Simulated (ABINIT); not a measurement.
Input of an ABINIT 10.8.3 (patched build) run:

File run.abi:

```
# Pseudopotentials
pp_dirpath "./"
pseudos "Ti.upf, O.upf"

# Structure
acell 5.7277598837 5.7277598838 6.1183662737
rprim
     1.0000000000     0.0000000000     0.0000000000
    -0.5000000000     0.8660254038     0.0000000000
     0.0000000000     0.0000000000     1.0000000000
ntypat 2
znucl 22 8
natom 2
typat 1 2
xred
     0.6666666667     0.3333333333     0.0000000000
     0.0000000000     0.0000000000     0.5000000000

# Plane-wave basis
ecut 1142.878222 eV

# k points
kptopt 1
ngkpt 10 10 8
nshiftk 1
shiftk 0.0 0.0 0.0

# Exchange and correlation
ixc -116133

# Bands and occupations
nband 13
occopt 3
tsmear 0.05 eV

# SCF cycle
nstep 100
tolvrs 1.0e-10

# Output
iomode 3
prtwf 0
prtden 0
prteig 0
prtebands 0
enunit 1
```

Potentials or basis: PseudoDojo NC SR PBEsol v0.4.1 standard.

Run with:

```console
$ abinit run.abi > log 2>&1
```

**Question.** What does it give for the pressure?

**Answer.** -40.6 GPa.

**Question.** What does it give for the band gap on the k mesh?

**Answer.** None (metal or under the smearing width).

Stress tensor (GPa, compression positive):
```
-33.94   0.00   0.00
  0.00 -33.94   0.00
  0.00   0.00 -53.91
```

Caveat: a pressure of tens of GPa on the cell as given is suspect, and the run, the potentials or the cell itself is likely at fault; semilocal functionals often make such compounds metallic where correlation or magnetic order opens a gap, which also shifts bond lengths.
